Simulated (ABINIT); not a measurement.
The system is SiC (Moissanite).

```
CELL_PARAMETERS angstrom
3.07600 0.00000 0.00000
-1.53800 2.66389 0.00000
0.00000 0.00000 5.04800
ATOMIC_POSITIONS crystal
Si 0.66667 0.33333 0.50000
Si 0.33333 0.66667 0.00000
C 0.66667 0.33333 0.88500
C 0.33333 0.66667 0.38500
```

Base run:

```yaml
Program: ABINIT 10.8.3 (patched build)
Functional: AM05
Potentials_or_basis: PseudoDojo NC SR PBEsol v0.4.1 standard
Cutoff: 1116 eV
k_mesh: 10 × 10 × 5
Occupations: fermi-dirac, width 0.05 eV
Spin: no spin polarisation
```

Its results: band gap on the k mesh 2.34 eV, indirect (least direct gap 3.97 eV); pressure -0.3 GPa; largest force 0.753 eV/Å.

Problem. After a change of settings the same cell gave: band gap on the k mesh 2.36 eV, indirect (least direct gap 3.99 eV); pressure 0.8 GPa; largest force 0.755 eV/Å. Which change was it?
A. functional from AM05 to BP86; potentials or basis from PseudoDojo NC SR PBEsol v0.4.1 standard to JTH PAW PBE v2.0; cutoff from 1116 eV to 544 eV
B. functional from AM05 to BLYP; potentials or basis from PseudoDojo NC SR PBEsol v0.4.1 standard to JTH PAW PBE v2.0; cutoff from 1116 eV to 544 eV
C. functional from AM05 to WC
D. functional from AM05 to PW91; potentials or basis from PseudoDojo NC SR PBEsol v0.4.1 standard to PseudoDojo NC SR PBE v0.4.1 standard

Solution. C.

Caveats: the potentials were made for another functional, which shifts forces and pressure; the mesh misses the band edges, which the band path finds closer together.
